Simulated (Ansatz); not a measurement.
Space group Im-3m (No. 229). a = 3.375 Å, b = 3.375 Å, c = 3.375 Å, α = 90.00°, β = 90.00°, γ = 90.00°
```tsv
atom	site	symmetry	x	y	z
Se	2a	m-3m	0.0000	0.0000	0.0000
```

Equation of state of this Se structure (not necessarily the ground state), with shape and atoms relaxed at each volume where symmetry leaves them free. It has no gap at any of these volumes. Theory: DFT PBEsol, scalar-relativistic, plane waves, PAW in Ansatz.

Plane waves to 420 eV, a k mesh through Γ of 18×18×18 on the computed 1-atom cell and Gaussian smearing (0.10 eV); no spin polarisation.

```json
{"V (Å³/atom)": "18.074", "E − E(largest V) (meV/atom)": "4.21", "P (GPa)": "6.25"}
{"V (Å³/atom)": "18.650", "E − E(largest V) (meV/atom)": "-11.98", "P (GPa)": "2.85"}
{"V (Å³/atom)": "19.227", "E − E(largest V) (meV/atom)": "-16.82", "P (GPa)": "0.00"}
{"V (Å³/atom)": "19.804", "E − E(largest V) (meV/atom)": "-12.26", "P (GPa)": "-2.37"}
{"V (Å³/atom)": "20.381", "E − E(largest V) (meV/atom)": "0.00", "P (GPa)": "-4.35"}
```

Task: Fit a third-order Birch–Murnaghan equation to E(V).

Result: V0 = 19.22 Å³/atom, B0 = 87 GPa, B0' = 5.4.

Spin polarisation was left out, and a magnetic state may lie lower.

This bcc form isn't the element's structure at ambient conditions.